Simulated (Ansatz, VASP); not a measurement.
CdSe: VASP beside Ansatz

```
Cd Se
1.0
     0.00000    2.79373    2.79373
     2.79373    0.00000    2.79373
     2.94962    2.94962   -0.15589
Cd Se
1 1
Direct
  0.00000 0.00000 0.00000
  0.75000 0.75000 0.75000
```

Alike in both runs: task single point; functional PBEsol; k mesh 10 × 10 × 10; occupations gaussian, width 0.05 eV; no spin polarisation.

|  | VASP | Ansatz |
| --- | --- | --- |
| version | VASP 6.6.1 | Ansatz 0.2.0 |
| potentials or method | VASP PAW PBE potentials, release 64 (Cd, Se) | scalar-relativistic, plane waves, PAW |
| plane-wave cutoff (eV) | 520 | 420 |
| valence electrons in the cell | 18 | 36 |

Ansatz gave:

| Property | Result |
| --- | --- |
| gap on the k mesh at the Fermi level (eV) | 0.62 |
| least direct gap on the mesh (eV) | 0.62 |
| pressure (GPa) | 14.5 |
| largest component of the traceless stress (GPa) | 4.10 |
| rms of the force components (eV/Å) | 0.631 |

What did VASP give for the same quantities?

gap on the k mesh at the Fermi level (eV): 0.63; least direct gap on the mesh (eV): 0.63; pressure (GPa): 15.3; largest component of the traceless stress (GPa): 4.20; rms of the force components (eV/Å): 0.654.

Atom by atom the forces differ by 0.023 eV/Å (rms over components). The two sets of potentials don't hold the same shells in valence.

Caveats: so large a pressure means that the cell lies far from this level's equilibrium, or that cutoff or potentials fall short (VASP); the potentials were made for another functional, which shifts forces and pressure (VASP).
